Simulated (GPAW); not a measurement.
# ZnS (F-43m) in GPAW: notebook, part 3 of 4

GPAW 26.7.0. The steps go on from the part before.

## 4. Gruneisen, PBE+D3(op)

Input file run.py:

```python
import json
import numpy as np
from ase import Atoms
from ase.calculators.mixing import SumCalculator
from ase.constraints import FixSymmetry
from ase.filters import FrechetCellFilter
from ase.io import read, write
from ase.optimize import BFGS
from dftd3.ase import DFTD3
from phonopy import Phonopy
from phonopy.structure.atoms import PhonopyAtoms
from gpaw import GPAW, PW

atoms = read('POSCAR')

calc = GPAW(mode=PW(510),
            xc='PBE',
            kpts={'size': (9, 9, 9), 'gamma': True},
            occupations={'name': 'fermi-dirac', 'width': 0.05},
            nbands=28,
            convergence={'density': 1e-06, 'eigenstates': 1e-09},
            maxiter=80,
            txt='gpaw.txt')
atoms.calc = SumCalculator([calc, DFTD3(method='pbe', damping='d3op')])
atoms.set_constraint(FixSymmetry(atoms))
BFGS(FrechetCellFilter(atoms), trajectory='relax.traj', logfile='-').run(fmax=0.005, steps=40)
atoms.set_constraint()
energy = atoms.get_potential_energy()
forces = atoms.get_forces()
stress = atoms.get_stress()
calc.write('gs.gpw')
write('result.traj', atoms)
print('Cell:', atoms.cell.cellpar().round(4))
print(atoms.get_scaled_positions().round(5))

def force_constants(scale):
    unit = PhonopyAtoms(symbols=atoms.get_chemical_symbols(), cell=atoms.cell[:] * scale**(1 / 3),
                        scaled_positions=atoms.get_scaled_positions())
    ph = Phonopy(unit, supercell_matrix=np.diag([1, 1, 1]), primitive_matrix=np.eye(3), symprec=1e-4)
    ph.generate_displacements(distance=0.02)
    forces = []
    for i, sc in enumerate(ph.supercells_with_displacements):
        a = Atoms(sc.symbols, cell=sc.cell, scaled_positions=sc.scaled_positions, pbc=True)
        c = GPAW(mode=PW(510),
                 xc='PBE',
                 kpts={'size': (9, 9, 9), 'gamma': True},
                 occupations={'name': 'fermi-dirac', 'width': 0.05},
                 nbands=28,
                 convergence={'density': 1e-06, 'eigenstates': 1e-09},
                 maxiter=80,
                 txt=f'disp-{scale:.3f}-{i:02d}.txt')
        a.calc = SumCalculator([c, DFTD3(method='pbe', damping='d3op')])
        f = a.get_forces()
        forces.append(f - f.mean(axis=0))
        print(f'displacement {i}: drift', f.mean(axis=0).round(5), flush=True)
    ph.forces = forces
    ph.produce_force_constants()
    ph.symmetrize_force_constants()
    return ph

qpoints = [[0.0, 0.0, 0.0]]
results = {}
for scale in [0.99, 1.0, 1.01]:
    ph = force_constants(scale)
    ph.run_qpoints(qpoints)
    nu = ph.qpoints.frequencies * 33.35641  # THz to cm^-1
    results[f'{scale:.3f}'] = nu.tolist()
    for qp, f in zip(qpoints, nu):
        print(scale, np.round(qp, 4), f.round(2))

lo, mid, hi = (np.array(results[x]) for x in ('0.990', '1.000', '1.010'))
gamma = np.where(abs(mid) > 5, -(hi - lo) / (np.log(1.01 / 0.99) * np.where(abs(mid) > 5, mid, 1)), 0)
results['gamma'] = gamma.tolist()
print('Mode Grueneisen parameters:')
print(gamma.round(3))
json.dump(results, open('phonons.json', 'w'))
```

Input file POSCAR:

```
ZnS
1.0
    0.0000000000      2.7020000000      2.7020000000
    2.7020000000      0.0000000000      2.7020000000
    2.7020000000      2.7020000000      0.0000000000
Zn S
1 1
Direct
    0.7500000000      0.7500000000      0.7500000000
    0.0000000000      0.0000000000      0.0000000000
```

Potentials or basis: GPAW PAW data sets (gpaw-data 1.2.1), pw.

Started as:

```
> OMP_NUM_THREADS=1 python run.py
```

gpaw.txt:

```text
__  _  _
 | _ |_)|_||  |
 |__||  | ||/\| - 26.7.0

Input parameters:
  mode=PW(ecut=510.0),
  convergence={'density': 1e-06, 'eigenstates': 1e-09},
  kpts=MonkhorstPack(size=(9, 9, 9), gamma=True),
  maxiter=80,
  nbands=28,
  occupations=Occupations(name='fermi-dirac', width=0.05),
  xc=XC(name='PBE')

Diagonalizing LCAO Hamiltonian
Converting LCAO to pw mode

                    Zn

       S

Atoms  # Å, Bohr magnetons
|   | symbol |        x |        y |        z |    initial magnetic moments |
|---|--------|----------|----------|----------|-----------------------------|
| 0 |     Zn | 4.053000 | 4.053000 | 4.053000 | ( 0.0000,  0.0000,  0.0000) |
| 1 |      S | 0.000000 | 0.000000 | 0.000000 | ( 0.0000,  0.0000,  0.0000) |

Unit cell  # Å
| periodic |        x |        y |        z |  lengths |    angles |
|----------|----------|----------|----------|----------|-----------|
|      yes | 0.000000 | 2.702000 | 2.702000 | 3.821205 | 60.000000 |
|      yes | 2.702000 | 0.000000 | 2.702000 | 3.821205 | 60.000000 |
|      yes | 2.702000 | 2.702000 | 0.000000 | 3.821205 | 60.000000 |

Number of symmetries: 24
Symmetry operations  # r_c * U_cc + t_c -> r_c
|    | kind |            matrix            |
|----|------|------------------------------|
|  0 |  E   |  1, 0, 0,  0, 1, 0,  0, 0, 1 |
|  1 |  σ   |  1, 0, 0,  0, 0, 1,  0, 1, 0 |
|  2 |  σ   |  1, 0,-1,  0, 1,-1,  0, 0,-1 |
|  3 |  C3  |  1, 0,-1,  0, 0,-1,  0, 1,-1 |
|  4 |  C3  |  1,-1, 0,  0,-1, 1,  0,-1, 0 |
|  5 |  σ   |  1,-1, 0,  0,-1, 0,  0,-1, 1 |
|  6 |  σ   |  0, 1, 0,  1, 0, 0,  0, 0, 1 |
|  7 |  C3  |  0, 1, 0,  0, 0, 1,  1, 0, 0 |
|  8 |  C2  |  0, 1,-1,  1, 0,-1,  0, 0,-1 |
|  9 |  S4  |  0, 1,-1,  0, 0,-1,  1, 0,-1 |
| 10 |  C3  |  0, 0, 1,  1, 0, 0,  0, 1, 0 |
| 11 |  σ   |  0, 0, 1,  0, 1, 0,  1, 0, 0 |
| 12 |  S4  |  0, 0,-1,  1, 0,-1,  0, 1,-1 |
| 13 |  C3  |  0, 0,-1,  0, 1,-1,  1, 0,-1 |
[... 142 lines left out ...]
SCF iterations
|iter     | |      energy | eigst |  dens |
|---------|-|-------------|-------|-------|
|iter:   1| |   -7.289905 | -0.32 |       |
|iter:   2| |   -7.200324 | -2.24 | -1.18 |
|iter:   3| |   -6.915580 | -2.05 | -1.23 |
|iter:   4| |   -6.916169 | -3.13 | -1.79 |
|iter:   5| |   -6.917514c| -4.00 | -2.23 |
|iter:   6| |   -6.917453c| -4.78 | -3.03 |
|iter:   7| |   -6.917474c| -5.95 | -3.55 |
|iter:   8| |   -6.917480c| -6.23 | -3.88 |
|iter:   9| |   -6.917480c| -8.56 | -4.89 |
|iter:  10| |   -6.917480c| -9.31c| -5.37 |
|iter:  11| |   -6.917480c|-10.06c| -6.27c|

Converged in 11 steps
Energy contributions relative to reference atoms: (reference = -59718.946550)

Energy contributions:
  Kinetic:          11.018904
  Coulomb:          -9.319736
  Zero:              0.032165
  External:          0.000000
  Xc:               -8.648814
  Entropy:          -0.000000
  Spinorbit:         0.000000
  ----------------------------
  Free energy:      -6.917480
  Extrapolated:     -6.917480
[... 32 lines left out ...]
Stress tensor  # eV/Ang^3
|         x |         y |         z |
|-----------|-----------|-----------|
| -0.009434 |  0.000000 | -0.000000 |
|  0.000000 | -0.009434 |  0.000000 |
| -0.000000 |  0.000000 | -0.009434 |

Forces  # eV/Ang
|       x |        y |        z |
|---------|----------|----------|
| 0.00000 |  0.00000 |  0.00000 |  # Zn   0
| 0.00000 | -0.00000 | -0.00000 |  # S    1

Interpolating wave functions to new cell

                    Zn

       S

Atoms  # Å, Bohr magnetons
|   | symbol |        x |        y |        z |    initial magnetic moments |
|---|--------|----------|----------|----------|-----------------------------|
| 0 |     Zn | 4.048408 | 4.048408 | 4.048408 | ( 0.0000,  0.0000,  0.0000) |
| 1 |      S | 0.000000 | 0.000000 | 0.000000 | ( 0.0000,  0.0000,  0.0000) |

Unit cell  # Å
| periodic |         x |         y |        z |  lengths |    angles |
|----------|-----------|-----------|----------|----------|-----------|
|      yes | -0.000000 |  2.698939 | 2.698939 | 3.816876 | 60.000000 |
|      yes |  2.698939 | -0.000000 | 2.698939 | 3.816876 | 60.000000 |
|      yes |  2.698939 |  2.698939 | 0.000000 | 3.816876 | 60.000000 |

Number of symmetries: 24
Symmetry operations  # r_c * U_cc + t_c -> r_c
|    | kind |            matrix            |
|----|------|------------------------------|
|  0 |  E   |  1, 0, 0,  0, 1, 0,  0, 0, 1 |
|  1 |  σ   |  1, 0, 0,  0, 0, 1,  0, 1, 0 |
|  2 |  σ   |  1, 0,-1,  0, 1,-1,  0, 0,-1 |
|  3 |  C3  |  1, 0,-1,  0, 0,-1,  0, 1,-1 |
|  4 |  C3  |  1,-1, 0,  0,-1, 1,  0,-1, 0 |
|  5 |  σ   |  1,-1, 0,  0,-1, 0,  0,-1, 1 |
|  6 |  σ   |  0, 1, 0,  1, 0, 0,  0, 0, 1 |
|  7 |  C3  |  0, 1, 0,  0, 0, 1,  1, 0, 0 |
|  8 |  C2  |  0, 1,-1,  1, 0,-1,  0, 0,-1 |
|  9 |  S4  |  0, 1,-1,  0, 0,-1,  1, 0,-1 |
| 10 |  C3  |  0, 0, 1,  1, 0, 0,  0, 1, 0 |
| 11 |  σ   |  0, 0, 1,  0, 1, 0,  1, 0, 0 |
| 12 |  S4  |  0, 0,-1,  1, 0,-1,  0, 1,-1 |
| 13 |  C3  |  0, 0,-1,  0, 1,-1,  1, 0,-1 |
[... 142 lines left out ...]
SCF iterations
|iter     | |      energy | eigst |  dens |
|---------|-|-------------|-------|-------|
|iter:   1| |   -6.916258 | -3.11 |       |
|iter:   2| |   -6.916193 | -5.50 | -2.73 |
|iter:   3| |   -6.915916c| -5.40 | -2.78 |
|iter:   4| |   -6.915913c| -6.76 | -3.57 |
|iter:   5| |   -6.915913c| -7.07 | -3.95 |
|iter:   6| |   -6.915913c| -8.52 | -4.78 |
|iter:   7| |   -6.915913c| -9.04c| -5.09 |
|iter:   8| |   -6.915913c|-10.15c| -5.74 |
|iter:   9| |   -6.915913c| -9.92c| -6.33c|

Converged in 9 steps
Energy contributions relative to reference atoms: (reference = -59718.946550)

Energy contributions:
  Kinetic:          11.196005
  Coulomb:          -9.453004
  Zero:              0.031435
  External:          0.000000
  Xc:               -8.690348
  Entropy:          -0.000000
  Spinorbit:         0.000000
  ----------------------------
  Free energy:      -6.915913
  Extrapolated:     -6.915913
[... 32 lines left out ...]
Stress tensor  # eV/Ang^3
|         x |         y |         z |
|-----------|-----------|-----------|
| -0.011076 | -0.000000 |  0.000000 |
| -0.000000 | -0.011076 |  0.000000 |
|  0.000000 |  0.000000 | -0.011076 |

Forces  # eV/Ang
|        x |        y |        z |
|----------|----------|----------|
| -0.00000 | -0.00000 | -0.00000 |  # Zn   0
|  0.00000 | -0.00000 |  0.00000 |  # S    1

Interpolating wave functions to new cell

                    Zn

       S

Atoms  # Å, Bohr magnetons
|   | symbol |        x |        y |        z |    initial magnetic moments |
|---|--------|----------|----------|----------|-----------------------------|
| 0 |     Zn | 4.029116 | 4.029116 | 4.029116 | ( 0.0000,  0.0000,  0.0000) |
| 1 |      S | 0.000000 | 0.000000 | 0.000000 | ( 0.0000,  0.0000,  0.0000) |

Unit cell  # Å
| periodic |         x |        y |         z |  lengths |    angles |
|----------|-----------|----------|-----------|----------|-----------|
|      yes | -0.000000 | 2.686077 |  2.686077 | 3.798687 | 60.000000 |
|      yes |  2.686077 | 0.000000 |  2.686077 | 3.798687 | 60.000000 |
|      yes |  2.686077 | 2.686077 | -0.000000 | 3.798687 | 60.000000 |

Number of symmetries: 24
Symmetry operations  # r_c * U_cc + t_c -> r_c
|    | kind |            matrix            |
|----|------|------------------------------|
|  0 |  E   |  1, 0, 0,  0, 1, 0,  0, 0, 1 |
|  1 |  σ   |  1, 0, 0,  0, 0, 1,  0, 1, 0 |
|  2 |  σ   |  1, 0,-1,  0, 1,-1,  0, 0,-1 |
|  3 |  C3  |  1, 0,-1,  0, 0,-1,  0, 1,-1 |
|  4 |  C3  |  1,-1, 0,  0,-1, 1,  0,-1, 0 |
|  5 |  σ   |  1,-1, 0,  0,-1, 0,  0,-1, 1 |
|  6 |  σ   |  0, 1, 0,  1, 0, 0,  0, 0, 1 |
|  7 |  C3  |  0, 1, 0,  0, 0, 1,  1, 0, 0 |
|  8 |  C2  |  0, 1,-1,  1, 0,-1,  0, 0,-1 |
|  9 |  S4  |  0, 1,-1,  0, 0,-1,  1, 0,-1 |
| 10 |  C3  |  0, 0, 1,  1, 0, 0,  0, 1, 0 |
| 11 |  σ   |  0, 0, 1,  0, 1, 0,  1, 0, 0 |
| 12 |  S4  |  0, 0,-1,  1, 0,-1,  0, 1,-1 |
| 13 |  C3  |  0, 0,-1,  0, 1,-1,  1, 0,-1 |
[... 142 lines left out ...]
SCF iterations
|iter     | |      energy | eigst |  dens |
|---------|-|-------------|-------|-------|
|iter:   1| |   -6.913463 | -1.89 |       |
|iter:   2| |   -6.912276 | -4.28 | -2.11 |
|iter:   3| |   -6.907170c| -4.16 | -2.16 |
|iter:   4| |   -6.907076c| -5.54 | -2.95 |
|iter:   5| |   -6.907075c| -5.86 | -3.35 |
|iter:   6| |   -6.907076c| -7.28 | -4.16 |
|iter:   7| |   -6.907076c| -7.77 | -4.46 |
|iter:   8| |   -6.907076c| -8.90 | -5.12 |
|iter:   9| |   -6.907076c| -9.97c| -5.71 |
|iter:  10| |   -6.907076c|-10.73c| -6.76c|

Converged in 10 steps
Energy contributions relative to reference atoms: (reference = -59718.946550)

Energy contributions:
  Kinetic:          11.956374
  Coulomb:         -10.025055
  Zero:              0.028674
  External:          0.000000
  Xc:               -8.867069
  Entropy:          -0.000000
  Spinorbit:         0.000000
  ----------------------------
  Free energy:      -6.907076
  Extrapolated:     -6.907076
[... 32 lines left out ...]
Stress tensor  # eV/Ang^3
|         x |         y |         z |
|-----------|-----------|-----------|
| -0.018292 | -0.000000 |  0.000000 |
| -0.000000 | -0.018292 |  0.000000 |
|  0.000000 |  0.000000 | -0.018292 |

Forces  # eV/Ang
|        x |        y |        z |
|----------|----------|----------|
|  0.00000 | -0.00000 | -0.00000 |  # Zn   0
| -0.00000 |  0.00000 |  0.00000 |  # S    1

# Writing to gs.gpw (mode='')
```

It took 8.3 min on 1 thread of Arm Neoverse V2, shared host; peak memory 0.5 GiB.

What came out:

- Free energy: -7.4062 eV
- Relaxed volume: 19.38 Å³/atom
- Relaxed cell: a = 3.799 Å, b = 3.799 Å, c = 3.799 Å, α = 60.00°, β = 60.00°, γ = 60.00°
- Space group after relaxing (to 0.05 Å): F-43m (No. 216)
- Pressure after relaxing: 0.0 GPa
- Band gap on the k mesh: 2.18 eV, direct
- Highest phonon frequency at Γ, LO-TO splitting left out: 280 cm⁻¹
- Dispersion energy per atom: -0.250 eV

Final structure:
```yaml
crystal:
  lattice:
    - [0.00000, 2.68608, 2.68608]
    - [2.68608, 0.00000, 2.68608]
    - [2.68608, 2.68608, 0.00000]
  atoms:
    - { symbol: Zn, position: [0.75000, 0.75000, 0.75000] }
    - { symbol: S, position: [0.00000, 0.00000, 0.00000] }
```

Phonon frequencies in cm⁻¹ (negative: imaginary):
| q point | frequencies |
| --- | --- |
| (0.000, 0.000, 0.000) | 0 0 0 280 280 280 |

Mode Grüneisen parameters of phonons at Γ, in order of frequency: 1.74, 1.74, 1.74

Caveat: the cutoff is short for stress and forces, so pressures can be off by a GPa or more; the density grid can change from cell to cell, which puts small steps into energies and stress; the LO-TO splitting is left out.

(Part 3 of 4 ends here.)
